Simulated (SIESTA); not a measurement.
**Ti under changes of volume**

One of the cells (17.988 Å³/atom); the others are scaled copies at fixed shape and fractional positions:

```xyz
2
Lattice="2.9695 0.0000 0.0000 -1.4848 2.5717 0.0000 0.0000 0.0000 4.7110" Properties=species:S:1:pos:R:3 pbc="T T T"
Ti    1.4848    0.8572    3.5332
Ti    0.0000    1.7145    1.1777
```

- Program: SIESTA 5.4.2
- Functional: PBE
- Potentials or basis: PseudoDojo 0.4 standard (PBE files)
- Basis: DZP (energy shift 0.003 Ry; two zetas on semicore shells)
- Grid cutoff: 800 Ry
- Energy shift: 0.003 Ry
- k mesh: 10 × 10 × 6
- Occupations: fermi-dirac, width 0.05 eV
- Spin: no spin polarisation

| volume (Å³/atom) | energy over the lowest point (meV/atom) | pressure (GPa) |
| --- | --- | --- |
| 16.577 | 15.79 | 6.2 |
| 16.930 | 5.10 | 3.6 |
| 17.283 | 0.00 | 1.1 |
| 17.988 | ? | ? |
| 18.341 | 15.07 | -5.2 |
| 18.694 | 28.70 | -7.1 |

Problem. What does the run at 17.988 Å³/atom give?

Solution. Energy over the lowest point 5.55 meV/atom; pressure -3.4 GPa.

Worked out: A Birch-Murnaghan fit of order 3 (a polynomial in V^(-2/3)) to the other rows has its minimum at 17.44 Å³/atom with B0 = V·E''(V) = 114 GPa and B' = 3.3 at fixed shape and positions, which overstates the stiffness. It gives 5.47 meV/atom at 17.988 Å³/atom, against the run's 5.55, and -dE/dV = -3.4 GPa, against -3.4.

Energies are extrapolated to zero smearing.

Caveats: the basis of atomic orbitals isn't converged, which shifts pressures, moduli and gaps.
